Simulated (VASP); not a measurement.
A run of VASP 6.6.1:

POSCAR

```
Al
1.0
    8.5913471416     -0.0000002887      0.0000000000
    4.2956738208      7.4403247330      0.0000000000
    0.0000000000      0.0000000000     16.6765370000
Al
27
Direct
    0.1111111111      0.1111111111      0.0599645167
    0.4444444444      0.1111111111      0.0599645167
    0.7777777778      0.1111111111      0.0599645167
    0.1111111111      0.4444444444      0.0599645167
    0.4444444444      0.4444444444      0.0599645167
    0.7777777778      0.4444444444      0.0599645167
    0.1111111111      0.7777777778      0.0599645167
    0.4444444444      0.7777777778      0.0599645167
    0.7777777778      0.7777777778      0.0599645167
   -0.1111111111      0.2222222222      0.1969457258
    0.2222222222      0.2222222222      0.1969457258
    0.5555555556      0.2222222222      0.1969457258
   -0.1111111111      0.5555555556      0.1969457258
    0.2222222222      0.5555555556      0.1969457258
    0.5555555556      0.5555555556      0.1969457258
   -0.1111111111      0.8888888889      0.1969457258
    0.2222222222      0.8888888889      0.1969457258
    0.5555555556      0.8888888889      0.1969457258
    0.0000000000      0.0000000000      0.3337523485
    0.3333333333      0.0000000000      0.3337523485
    0.6666666667      0.0000000000      0.3337523485
    0.0000000000      0.3333333333      0.3337523485
    0.3333333333      0.3333333333      0.3337523485
    0.6666666667      0.3333333333      0.3337523485
    0.0000000000      0.6666666667      0.3337523485
    0.3333333333      0.6666666667      0.3337523485
    0.6666666667      0.6666666667      0.3337523485
```

The input INCAR.step1:

```
SYSTEM = Al
PREC     = Accurate       ! precision mode
ENCUT    = 520            ! plane-wave cutoff, eV
ISMEAR   = -1             ! smearing method
SIGMA    = 0.15           ! smearing width, eV
LREAL    = Auto         
LASPH    = .TRUE.         ! aspherical terms in the spheres
NELM     = 100            ! most SCF steps
NBANDS   = 60             ! bands
GGA      = PE             ! functional
ALGO     = Normal         ! electronic algorithm
EDIFF    = 1E-4           ! SCF threshold, eV
LWAVE    = .TRUE.         ! write WAVECAR
LCHARG   = .FALSE.        ! write CHGCAR
```

Contents of INCAR.step2:

```
SYSTEM = Al
PREC     = Accurate       ! precision mode
ENCUT    = 520            ! plane-wave cutoff, eV
EDIFF    = 1E-6           ! SCF threshold, eV
ISMEAR   = -1             ! smearing method
SIGMA    = 0.15           ! smearing width, eV
LREAL    = Auto         
LASPH    = .TRUE.         ! aspherical terms in the spheres
NELM     = 100            ! most SCF steps
ALGO     = Normal         ! electronic algorithm
ISIF     = 2              ! what is computed and relaxed
LWAVE    = .FALSE.        ! write WAVECAR
LCHARG   = .TRUE.         ! write CHGCAR
METAGGA  = R2SCAN         ! meta-GGA
LMIXTAU  = .TRUE.       
IVDW     = 12             ! dispersion correction
VDW_S6   = 1.0          
VDW_S8   = 0.78981345   
VDW_A1   = 0.49484001   
VDW_A2   = 5.73083694   
LELF     = .TRUE.         ! ELF
LVHAR    = .TRUE.       
NBANDS   = 60             ! bands
ISTART   = 1
```

The input KPOINTS:

```
regular mesh
0
G
  2 2 1
  0 0 0
```

Potentials or basis: VASP PAW PBE potentials, release 64 (Al).

Command:

```sh
$ cat potpaw_PBE.64/Al/POTCAR > POTCAR
$ cp INCAR.step1 INCAR
$ mpirun -np 1 vasp_std > vasp.out
$ cp INCAR.step2 INCAR
$ mpirun -np 1 vasp_std > vasp.out
```

Hardware: 1 thread of Intel(R) Xeon(R) 6975P-C (Granite Rapids), with other jobs on the host.

Question: Estimate the wall time of this run.

Answer: It took 11 min on 1 thread of Intel(R) Xeon(R) 6975P-C (Granite Rapids), on a shared host, peak memory 1.1 GiB. Counts: scf iterations 15, k points 2.
